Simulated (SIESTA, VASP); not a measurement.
Given: the input of a run of VASP 6.6.1 on SrCl2. 

The input INCAR:

```
PREC     = Accurate       # precision mode
ENCUT    = 520            # plane-wave cutoff, eV
EDIFF    = 1E-7           # SCF threshold, eV
ISMEAR   = -1             # smearing method
SIGMA    = 0.05           # smearing width, eV
LREAL    = False          # projectors in reciprocal space
LASPH    = True           # aspherical terms in the spheres
NELM     = 60             # most SCF steps
ALGO     = Normal         # electronic algorithm
ISIF     = 2              # what is computed and relaxed
LWAVE    = False          # write WAVECAR
LCHARG   = True           # write CHGCAR
GGA      = PE             # functional
LELF     = True           # ELF
LVHAR    = True         
NBANDS   = 19             # bands
```

File KPOINTS:

```
regular mesh
0
Gamma
  7 7 7
```

Contents of POSCAR:

```
SrCl2
1.0
    0.0000000000      3.4883500000      3.4883500000
    3.4883500000      0.0000000000      3.4883500000
    3.4883500000      3.4883500000      0.0000000000
Sr Cl
1 2
Direct
    0.0000000000      0.0000000000      0.0000000000
    0.7500000000      0.7500000000      0.7500000000
    0.2500000000      0.2500000000      0.2500000000
```

Potentials or basis: VASP PAW PBE potentials, release 64 (Sr_sv, Cl).

The run is started by

```console
$ cat potpaw_PBE.64/Sr_sv/POTCAR potpaw_PBE.64/Cl/POTCAR > POTCAR
$ mpirun -np 1 vasp_std > vasp.out
```

**Question.** What does the same run look like in SIESTA 5.4.2? Potentials or basis there: files PseudoDojo sr-pbe-0.4.1-standard, DZP (energy shift 0.003 Ry; two zetas on semicore shells; d shell added on Sr).

**Answer.** As run (cutoffs and basis follow the program's own potentials, and thresholds, step limits or extra output files can differ):

File SrCl2.fdf:

```
SystemName                      SrCl2
SystemLabel                     SrCl2
NumberOfSpecies                 2
NumberOfAtoms                   3
%block ChemicalSpeciesLabel
  1  38 Sr
  2  17 Cl
%endblock ChemicalSpeciesLabel

LatticeConstant                 1.0 Ang
%block LatticeVectors
     0.0000000000     3.4883500000     3.4883500000
     3.4883500000     0.0000000000     3.4883500000
     3.4883500000     3.4883500000     0.0000000000
%endblock LatticeVectors
AtomicCoordinatesFormat         Fractional
%block AtomicCoordinatesAndAtomicSpecies
     0.0000000000     0.0000000000     0.0000000000  1  Sr
     0.7500000000     0.7500000000     0.7500000000  2  Cl
     0.2500000000     0.2500000000     0.2500000000  2  Cl
%endblock AtomicCoordinatesAndAtomicSpecies

%block kgrid.MonkhorstPack
    7   0   0  0.0
    0   7   0  0.0
    0   0   7  0.0
%endblock kgrid.MonkhorstPack
XC.Functional                   GGA
XC.Authors                      PBE
PAO.BasisSize                   DZP
PAO.EnergyShift                 0.003 Ry
Mesh.Cutoff                     800 Ry
OccupationFunction              FD
ElectronicTemperature           0.05 eV
MaxSCFIterations                120
SCF.MustConverge                false
SCF.Mixer.Method                Pulay
SCF.Mixer.Weight                0.25
SCF.Mixer.History               8
SCF.DM.Tolerance                5.0e-05
SCF.H.Tolerance                 1.0e-03 eV
WriteForces                     true
Charge.Mulliken                 end
Charge.Hirshfeld                end
Charge.Voronoi                  end
SaveRho                         true
SaveElectrostaticPotential      true
%block PAO.Basis
  Sr 5
  n=4 0 2
    3.897 0.000
  n=5 0 2
    9.500 0.000
  n=4 1 2
    4.631 0.000
  n=5 1 1
    9.500
  n=4 2 1
    7.000
%endblock PAO.Basis
```

Potentials or basis: PseudoDojo 0.4 standard (PBE files), converted to PSML, two zetas on semicore shells, DZP (energy shift 0.003 Ry; two zetas on semicore shells; d shell added on Sr).

Command:

```sh
$ siesta < SrCl2.fdf > SrCl2.out 2>&1
```

Both were run:

|  | VASP | SIESTA |
| --- | --- | --- |
| Pressure | 1.1 GPa | 1.2 GPa |

Pressure is positive in compression.
